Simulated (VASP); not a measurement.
# PtS2 (P-3m1) in VASP: notebook

Runs on PtS2. Level: PBE. Tasks: single point.

Everything below comes from runs of VASP 6.6.1. Logs are shortened: lines on timing, memory, paths and dates and some standing lists are left out, and cuts for length are marked.

### Step 1. The crystal as given

Symmetry: P-3m1, No. 164, trigonal system. Conventional cell: a = 3.543 Å, b = 3.543 Å, c = 5.039 Å, α = 90.00°, β = 90.00°, γ = 120.00°. Pt (site symmetry -3m) has 6 S at 2.34 Å as nearest neighbours. Around S (site symmetry 3m) lie 3 Pt at 2.34 Å.

### Step 2. Single point, PBE, spin-orbit coupling, no magnetisation

Input file INCAR:

```
SYSTEM = PtS2
ALGO = Normal ; EDIFF = 1E-7
ENCUT = 400 ; GGA = PE
GGA_COMPAT = .False. ; ISIF = 2
ISMEAR = 0 ; LASPH = .True.
LCHARG = .False. ; LMAXMIX = 4
LNONCOLLINEAR = .True. ; LORBIT = 11
LREAL = .False. ; LSORBIT = .True.
LWAVE = .False. ; MAGMOM = 0 0 0 0 0 0 0 0 0
NBANDS = 38 ; NELM = 100
PREC = Accurate ; SIGMA = 0.02
```

Input file KPOINTS:

```
k-points
0
Gamma
  6 6 4
  0 0 0
```

Input file POSCAR:

```
PtS2
1.0
    3.5432000000      0.0000000000      0.0000000000
   -1.7716000000      3.0685012107      0.0000000000
    0.0000000000      0.0000000000      5.0388000000
Pt S
1 2
Direct
    0.0000000000      0.0000000000      0.0000000000
    0.6666666667      0.3333333333      0.7730000000
    0.3333333333      0.6666666667      0.2270000000
```

Potentials or basis: VASP PAW PBE potentials, release 64 (Pt, S).

Launch:

```console
cat potpaw_PBE.64/Pt/POTCAR potpaw_PBE.64/S/POTCAR > POTCAR
mpirun -np 1 vasp_ncl > vasp.out
```

OUTCAR:

```text
SYSTEM = PtS2
   EDIFF = 1E-7
   ENCUT = 400
   GGA = PE
   ISIF = 2
   ISMEAR = 0
   LASPH = .True.
   LNONCOLLINEAR = .True.
   LORBIT = 11
   LREAL = .False.
   LSORBIT = .True.
   NELM = 100
   PREC = Accurate

 Found     24 irreducible k-points:

 Following reciprocal coordinates:
            Coordinates               Weight
  0.000000  0.000000  0.000000      1.000000
  0.166667 -0.000000  0.000000      6.000000
  0.333333 -0.000000  0.000000      6.000000
  0.500000 -0.000000  0.000000      3.000000
  0.166667  0.166667  0.000000      6.000000
  0.333333  0.166667  0.000000     12.000000
   k-points           NKPTS =     24   k-points in BZ     NKDIM =     24   number of bands    NBANDS=     38
   number of dos      NEDOS =    301   number of ions     NIONS =      3
   total plane-waves  NPLWV =  20736
   dimension x,y,z NGX =    24 NGY =   24 NGZ =   36
   dimension x,y,z NGXF=    48 NGYF=   48 NGZF=   72
   ions per type =               1   2
   NGX,Y,Z   is equivalent  to a cutoff of  11.26, 11.26, 11.88 a.u.
   NGXF,Y,Z  is equivalent  to a cutoff of  22.52, 22.52, 23.76 a.u.
 SYSTEM =  PtS2
   PREC   = accura    normal or accurate (medium, high low for compatibility)
   ISTART =      0    job   : 0-new  1-cont  2-samecut
   ICHARG =      2    charge: 1-file 2-atom 10-const
   ISPIN  =      1    spin polarized calculation?
   LNONCOLLINEAR =      T non collinear calculations
   LSORBIT =      T    spin-orbit coupling
   LASPH  =      T    aspherical Exc in radial PAW
   ENCUT  =  400.0 eV  29.40 Ry    5.42 a.u.   5.78  5.78  8.22*2*pi/ulx,y,z
   NELM   =    100;   NELMIN=  2; NELMDL= -5     # of ELM steps
   EDIFF  = 0.1E-06   stopping-criterion for ELM
   LREAL  =      F    real-space projection
   EDIFFG = 0.1E-05   stopping-criterion for IOM
   NSW    =      0    number of steps for IOM
   IBRION =     -1    ionic relax: 0-MD 1-quasi-New 2-CG
   NFREE  =      0    steps in history (QN), initial steepest desc. (CG)
   ISIF   =      2    stress and relaxation
   ISYM   =      2    0-nonsym 1-usesym 2-fastsym
   POTIM  = 0.5000    time-step for ionic-motion
   TEBEG  =    0.0;   TEEND  =   0.0 temperature during run
   PSTRESS=    0.0 pullay stress
   NELECT =      22.0000    total number of electrons
   NUPDOWN=      -1.0000    fix difference up-down
   EMIN   =  10.00;   EMAX   =-10.00  energy-range for DOS
   EFERMI =   0.00;   METHOD = LEGACY
   ISMEAR =     0;   SIGMA  =   0.02  broadening in eV -4-tet -1-fermi 0-gaus
   EFERMI_NEDOS =   21; number of points for ismear=-14 and -15
   IALGO  =     38    algorithm
   IMIX   =      4    mixing-type and parameters
     AMIX     =   0.40;   BMIX     =  1.00
     AMIX_MAG =   1.60;   BMIX_MAG =  1.00
  volume/ion in A,a.u.               =      18.26       123.23
  Fermi-wavevector in a.u.,A,eV,Ry     =   1.207812  2.282434 19.848315  1.458810
  Thomas-Fermi vector in A             =   2.343439
   LORBIT       =     11    0 simple, 1 ext, 2 COOP (PROOUT), +10 PAW based schemes
   GGA     = PE    functional components
   LHFCALC =     F    Hartree Fock is set to
   AEXX    =    0.0000 exact exchange contribution
   IVDW    =     0    specifies the selected vdW correction
   LEPSILON=     F    determine dielectric tensor
   LRPA    =     F    only Hartree local field effects (RPA)
 Gauss-broadening in eV      SIGMA  =   0.02
  energy-cutoff  :      400.00
  volume of cell :       54.78
 maximum number of plane-waves:      2016
 NGX is ok and might be reduce to    24
   NGX = 11   NGY = 11   NGZ = 17

 number of electron      21.9999993 magnetization      -0.0000000     -0.0000000     -0.0000000

 number of electron      21.9999993 magnetization       0.0000000      0.0000000      0.0000000

 number of electron      21.9999993 magnetization      -0.0000000     -0.0000000      0.0000000

 number of electron      21.9999993 magnetization       0.0000000      0.0000000     -0.0000000

 Free energy of the ion-electron system (eV)
  ---------------------------------------------------
  ext. energy  EPLUGINS =         0.00000000
  ---------------------------------------------------
  free energy    TOTEN  =       -15.64864877 eV

  energy without entropy =      -15.64864877  energy(sigma->0) =      -15.64864877

 E-fermi :   6.8619     XC(G=0): -10.5755

 val. band max:        6.7315081542   @ k =   0.0000   0.1667   0.2500
 cond. band min:       7.7348446790   @ k =   0.0000   0.3333   0.2500
 fundamental gap:      1.0033365248
 Fermi energy:         6.8619199139

 k-point     1 :       0.0000    0.0000    0.0000
  band No.  band energies     occupation
      1      -8.8156      1.00000
      2      -8.8156      1.00000
      3      -5.5762      1.00000
      4      -5.5762      1.00000
      5      -0.5653      1.00000
      6      -0.5653      1.00000
[... 26 lines left out ...]
     33      14.9816      0.00000
     34      14.9816      0.00000

 k-point     2 :       0.1667   -0.0000    0.0000
  band No.  band energies     occupation
      1      -8.4514      1.00000
      2      -8.4514      1.00000
      3      -5.7997      1.00000
      4      -5.7997      1.00000
      5      -0.3193      1.00000
      6      -0.3193      1.00000
[... 26 lines left out ...]
     33      15.7224      0.00000
     34      15.7224      0.00000

 k-point     3 :       0.3333   -0.0000    0.0000
  band No.  band energies     occupation
      1      -7.5394      1.00000
      2      -7.5394      1.00000
      3      -6.2222      1.00000
      4      -6.2222      1.00000
      5      -0.1733      1.00000
      6      -0.1733      1.00000
[... 26 lines left out ...]
     33      15.6005      0.00000
     34      15.6005      0.00000

 k-point     4 :       0.5000   -0.0000    0.0000
  band No.  band energies     occupation
      1      -6.8093      1.00000
      2      -6.8093      1.00000
      3      -6.5512      1.00000
      4      -6.5512      1.00000
      5      -0.8601      1.00000
      6      -0.8601      1.00000
[... 26 lines left out ...]
     33      15.2511      0.00000
     34      15.2511      0.00000

 k-point     5 :       0.1667    0.1667    0.0000
  band No.  band energies     occupation
      1      -7.8058      1.00000
      2      -7.8058      1.00000
      3      -6.1075      1.00000
      4      -6.1075      1.00000
      5      -0.0181      1.00000
      6      -0.0181      1.00000
[... 26 lines left out ...]
     33      15.9802      0.00000
     34      15.9802      0.00000

 k-point     6 :       0.3333    0.1667    0.0000
  band No.  band energies     occupation
      1      -6.9224      1.00000
      2      -6.9224      1.00000
      3      -6.4324      1.00000
      4      -6.4324      1.00000
      5      -0.3913      1.00000
      6      -0.3913      1.00000
[... 26 lines left out ...]
     33      16.0582      0.00000
     34      16.0582      0.00000

 [... further k-points ...]

 [bands above 34 left out]

------------------------ aborting loop because EDIFF is reached ----------------------------------------

  FORCE on cell =-STRESS in cart. coord.  units (eV):
  Direction    XX          YY          ZZ          XY          YZ          ZX
  --------------------------------------------------------------------------------------
  -------------------------------------------------------------------------------------
  Total        3.9876763      3.9876763      3.5657852     -0.0000000      0.0000000      0.0000000
  in kB      116.6222442    116.6222442    104.2837585     -0.0000000      0.0000000      0.0000000
  external PRESSURE =     112.5094156 kB  Pullay stress =       0.0000000 kB

 VOLUME and BASIS-vectors are now :
 -----------------------------------------------------------------------------
  energy-cutoff  :      400.00
  volume of cell :       54.78
      direct lattice vectors                 reciprocal lattice vectors
     3.543200000  0.000000000  0.000000000     0.282230752  0.162946001  0.000000000
    -1.771600000  3.068501211  0.000000000     0.000000000  0.325892001  0.000000000
     0.000000000  0.000000000  5.038800000     0.000000000  0.000000000  0.198459951

 POSITION                                       TOTAL-FORCE (eV/Angst)
 -----------------------------------------------------------------------------------
      0.00000      0.00000      0.00000        -0.000000      0.000000      0.000000
      1.77160      1.02283      3.89499        -0.000000      0.000000     -1.245039
     -0.00000      2.04567      1.14381         0.000000     -0.000000      1.245039
 -----------------------------------------------------------------------------------
    total drift:                                0.000000     -0.000000     -0.000000

  FREE ENERGIE OF THE ION-ELECTRON SYSTEM (eV)
  ---------------------------------------------------
  free  energy   TOTEN  =       -15.6486487673 eV

  energy  without entropy=      -15.6486487673  energy(sigma->0) =      -15.64864877

 Spin-Orbit-Coupling matrix elements

 Ion:    1  E_soc:     -0.7612196
 l=   1
     0.0000000    -0.0371986    -0.0396304
    -0.0371986     0.0000000    -0.0371986
    -0.0396304    -0.0371986     0.0000000
 l=   2
     0.0000000    -0.0197758     0.0000000    -0.0197758    -0.0680146
    -0.0197758     0.0000000    -0.0477413    -0.0239817    -0.0197758
     0.0000000    -0.0477413     0.0000000    -0.0477413     0.0000000
    -0.0197758    -0.0239817    -0.0477413     0.0000000    -0.0197758
    -0.0680146    -0.0197758     0.0000000    -0.0197758     0.0000000
 l=   3
     0.0000000     0.0000000     0.0000000     0.0000000     0.0000000     0.0000000     0.0000000
     0.0000000     0.0000000     0.0000000     0.0000000     0.0000000     0.0000000     0.0000000
     0.0000000     0.0000000     0.0000000     0.0000000     0.0000000     0.0000000     0.0000000
     0.0000000     0.0000000     0.0000000     0.0000000     0.0000000     0.0000000     0.0000000
     0.0000000     0.0000000     0.0000000     0.0000000     0.0000000     0.0000000     0.0000000
     0.0000000     0.0000000     0.0000000     0.0000000     0.0000000     0.0000000     0.0000000
     0.0000000     0.0000000     0.0000000     0.0000000     0.0000000     0.0000000     0.0000000

 Ion:    2  E_soc:      0.0005497
 l=   1
     0.0000000     0.0000613     0.0001521
     0.0000613     0.0000000     0.0000613
     0.0001521     0.0000613     0.0000000
 l=   2
     0.0000000     0.0000000     0.0000000     0.0000000     0.0000000
     0.0000000     0.0000000     0.0000000     0.0000000     0.0000000
     0.0000000     0.0000000     0.0000000     0.0000000     0.0000000
     0.0000000     0.0000000     0.0000000     0.0000000     0.0000000
     0.0000000     0.0000000     0.0000000     0.0000000     0.0000000
 l=   3
     0.0000000     0.0000000     0.0000000     0.0000000     0.0000000     0.0000000     0.0000000
     0.0000000     0.0000000     0.0000000     0.0000000     0.0000000     0.0000000     0.0000000
     0.0000000     0.0000000     0.0000000     0.0000000     0.0000000     0.0000000     0.0000000
     0.0000000     0.0000000     0.0000000     0.0000000     0.0000000     0.0000000     0.0000000
     0.0000000     0.0000000     0.0000000     0.0000000     0.0000000     0.0000000     0.0000000
     0.0000000     0.0000000     0.0000000     0.0000000     0.0000000     0.0000000     0.0000000
     0.0000000     0.0000000     0.0000000     0.0000000     0.0000000     0.0000000     0.0000000

 Ion:    3  E_soc:      0.0005497
 l=   1
     0.0000000     0.0000613     0.0001521
     0.0000613     0.0000000     0.0000613
     0.0001521     0.0000613     0.0000000
 l=   2
     0.0000000     0.0000000     0.0000000     0.0000000     0.0000000
     0.0000000     0.0000000     0.0000000     0.0000000     0.0000000
     0.0000000     0.0000000     0.0000000     0.0000000     0.0000000
     0.0000000     0.0000000     0.0000000     0.0000000     0.0000000
     0.0000000     0.0000000     0.0000000     0.0000000     0.0000000
 l=   3
     0.0000000     0.0000000     0.0000000     0.0000000     0.0000000     0.0000000     0.0000000
     0.0000000     0.0000000     0.0000000     0.0000000     0.0000000     0.0000000     0.0000000
     0.0000000     0.0000000     0.0000000     0.0000000     0.0000000     0.0000000     0.0000000
     0.0000000     0.0000000     0.0000000     0.0000000     0.0000000     0.0000000     0.0000000
     0.0000000     0.0000000     0.0000000     0.0000000     0.0000000     0.0000000     0.0000000
     0.0000000     0.0000000     0.0000000     0.0000000     0.0000000     0.0000000     0.0000000
     0.0000000     0.0000000     0.0000000     0.0000000     0.0000000     0.0000000     0.0000000

 total charge

# of ion       s       p       d       tot
------------------------------------------
    1        0.732   0.889   8.008   9.629
    2        1.360   2.310   0.000   3.670
    3        1.360   2.310   0.000   3.670
--------------------------------------------------
tot          3.452   5.508   8.008  16.968

 magnetization (x)

# of ion       s       p       d       tot
------------------------------------------
    1        0.000   0.000   0.000   0.000
    2        0.000   0.000   0.000   0.000
    3        0.000   0.000   0.000   0.000
--------------------------------------------------
tot          0.000   0.000   0.000   0.000

 magnetization (y)

# of ion       s       p       d       tot
------------------------------------------
    1       -0.000  -0.000  -0.000  -0.000
    2        0.000   0.000   0.000   0.000
    3       -0.000  -0.000   0.000  -0.000
--------------------------------------------------
tot         -0.000  -0.000  -0.000  -0.000

 magnetization (z)

# of ion       s       p       d       tot
------------------------------------------
    1       -0.000   0.000   0.000   0.000
    2        0.000   0.000   0.000   0.000
    3        0.000   0.000   0.000   0.000
--------------------------------------------------
tot         -0.000   0.000   0.000   0.000
```

It took 34 s on 1 thread of Intel Xeon 6975P-C (Granite Rapids), shared host; peak memory 0.25 GiB.

The run converged, but some of its settings lie outside the range that counts as converged, so its numbers aren't taken as properties of the crystal.

What came out:

```
Free energy                                           : -15.6486 eV
Pressure                                              : 11.3 GPa
Largest force                                         : 1.245 eV/Å
Valence electrons inside the program's atomic spheres : Pt 9.63; S 3.67
```

Caveat: forces of over 1 eV/Å show positions far from the minimum, so gaps and moduli don't describe the material at rest.

### Step 3. Single point, PBE, spin-orbit coupling, no magnetisation

Edit INCAR of step 2 so:

```diff
@@ -1,3 +1,3 @@
 SYSTEM = PtS2
-ALGO = Normal ; EDIFF = 1E-7
+ALGO = Normal ; EDIFF = 1E-4
 ENCUT = 400 ; GGA = PE
```

KPOINTS is that of step 2.

POSCAR is that of step 2.

Potentials or basis: VASP PAW PBE potentials, release 64 (Pt, S).

Launch:

```console
cat potpaw_PBE.64/Pt/POTCAR potpaw_PBE.64/S/POTCAR > POTCAR
mpirun -np 1 vasp_ncl > vasp.out
```

Wall time 23 s (1 thread of Intel Xeon 6975P-C (Granite Rapids), shared host); peak memory 0.25 GiB.

These settings aren't checked as converged: the numbers below hold their error.

Results:

- Free energy: -15.6486 eV
- Pressure: 11.2 GPa
- Largest force: 1.246 eV/Å
- Valence electrons inside the program's atomic spheres: Pt 9.63; S 3.67

Caveat: forces of over 1 eV/Å show positions far from the minimum, so gaps and moduli don't describe the material at rest.

(Part 1 of 3 ends here.)
